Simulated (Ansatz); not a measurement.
A 2-atom cell of RbBr started from a crystallographic database, relaxed with r2SCAN, was run in the PAW code Ansatz under altered settings. All numbers are computed, without spin polarisation but where a row says otherwise.

```
CELL_PARAMETERS angstrom
0.00000 3.46083 3.46083
3.46083 0.00000 3.46083
3.46083 3.46083 0.00000
ATOMIC_POSITIONS crystal
Rb 0.00000 0.00000 0.00000
Br 0.50000 0.50000 0.50000
```

The base run's other keys:
```yaml
kpoints:
  mp_grid: { grid: [4, 4, 4] }
hamiltonian:
  xc: hse06
scf:
  occupations: { method: fixed }
  n_extra_bands: 4
```

It takes 10 iterations with 1639 plane waves at 420 eV and 8 k points, and leaves a mean stress of +0.31 GPa. The gap over this mesh is 5.443 eV. It ran on 4 threads of Arm Neoverse N1 (shared host).

Outcomes, with energy and stress as changes against the base:
```
                                  setting            outcome  ΔF (meV/atom)  Δ mean stress (GPa)  gap on the mesh (eV)  iterations  wall time
PBE hybrid, exx coeff 0.75, omega 0.1 1/Å          converged              –                 -0.5                 8.922          15       13 s
 PBE hybrid, exx coeff 1.0, omega 0.1 1/Å          converged              –                 -0.7                10.543          15       13 s
 PBE hybrid, exx coeff 0.4, omega 0.3 1/Å          converged              –                 -0.1                 5.786          11       10 s
PBE hybrid, exx coeff 0.15, omega 0.5 1/Å          converged              –                 +0.1                 4.641           8      9.8 s
           crystal.symmetry.detect: false  converged, warned            0.0                  0.0                 5.443          11       91 s
```
A dash marks a value that wasn't obtained or can't be compared. Stress is positive in compression. The base took 10 s.

- PBE hybrid, exx coeff 0.75, omega 0.1 1/Å. That is 75 % exact exchange, screened with ω = 0.1 1/Å, against HSE06's 25 % screened at 0.208 1/Å. The mean stress moves by -0.5 GPa and the gap on the mesh by +3.479 eV (to 8.922). Totals of different functionals aren't comparable. The program warns that on this mesh the truncation of the exchange isn't bounded, so part of the change can be an error of the mesh.
- PBE hybrid, exx coeff 1.0, omega 0.1 1/Å. That is 100 % exact exchange, screened with ω = 0.1 1/Å, against HSE06's 25 % screened at 0.208 1/Å. The mean stress moves by -0.7 GPa and the gap on the mesh by +5.100 eV (to 10.543). Totals of different functionals aren't comparable. The program warns that on this mesh the truncation of the exchange isn't bounded, so part of the change can be an error of the mesh.
- PBE hybrid, exx coeff 0.4, omega 0.3 1/Å. That is 40 % exact exchange, screened with ω = 0.3 1/Å, against HSE06's 25 % screened at 0.208 1/Å. The mean stress moves by -0.1 GPa and the gap on the mesh by +0.343 eV (to 5.786). Totals of different functionals aren't comparable.
- PBE hybrid, exx coeff 0.15, omega 0.5 1/Å. That is 15 % exact exchange, screened with ω = 0.5 1/Å, against HSE06's 25 % screened at 0.208 1/Å. The mean stress moves by +0.1 GPa and the gap on the mesh by -0.802 eV (to 4.641). Totals of different functionals aren't comparable.
- crystal.symmetry.detect: false. It converges in 11 iterations against the base's 10, on 64 k points in place of 8. The result is the base's, as it should be for a key that only affects how the solution is found. Warned: hybrid solves reversed points apart.

Within 1 meV an atom, 0.1 GPa and 0.005 eV of the base stay: crystal.symmetry.detect: false.

The runs are scalar-relativistic, without spin-orbit coupling.

The program warns that its thresholds are loose for a hybrid's stress.

The meshes of the hybrids are coarse, so their gaps aren't converged to the digits shown.
